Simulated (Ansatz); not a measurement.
# TiPt3 under changes of volume

One of the cells (14.796 Å³/atom); the others are scaled copies at fixed shape and fractional positions:

```
Pt Ti
1.0
     3.89700    0.00000    0.00000
     0.00000    3.89700    0.00000
     0.00000    0.00000    3.89700
Pt Ti
3 1
Direct
  0.50000 0.50000 0.00000
  0.50000 0.00000 0.50000
  0.00000 0.50000 0.50000
  0.00000 0.00000 0.00000
```

```yaml
Program: Ansatz 0.2.0
Functional: PBE
Potentials_or_basis: Ansatz PAW
Cutoff: "420 eV (not typed: the program's choice for these potentials)"
k_mesh: 7 × 7 × 7
Occupations: fermi-dirac, width 0.05 eV
Spin: no spin polarisation
```

```tsv
volume (Å³/atom)	energy over the lowest point (meV/atom)	pressure (GPa)
13.908	127.22	30.5
14.204	77.97	22.9
14.500	42.01	16.2
14.796	17.85	10.1
15.091	?	?
15.387	0.00	-0.1
15.683	4.13	-4.3
```

Question: What does the run at 15.091 Å³/atom give?

Answer: Energy over the lowest point 4.23 meV/atom; pressure 4.7 GPa.

Worked out: A Birch-Murnaghan fit of order 3 (a polynomial in V^(-2/3)) to the other rows has its minimum at 15.38 Å³/atom with B0 = V·E''(V) = 236 GPa and B' = 4.9. It gives 4.26 meV/atom at 15.091 Å³/atom, against the run's 4.23, and -dE/dV = 4.8 GPa, against 4.7.

Energies are extrapolated to zero smearing.
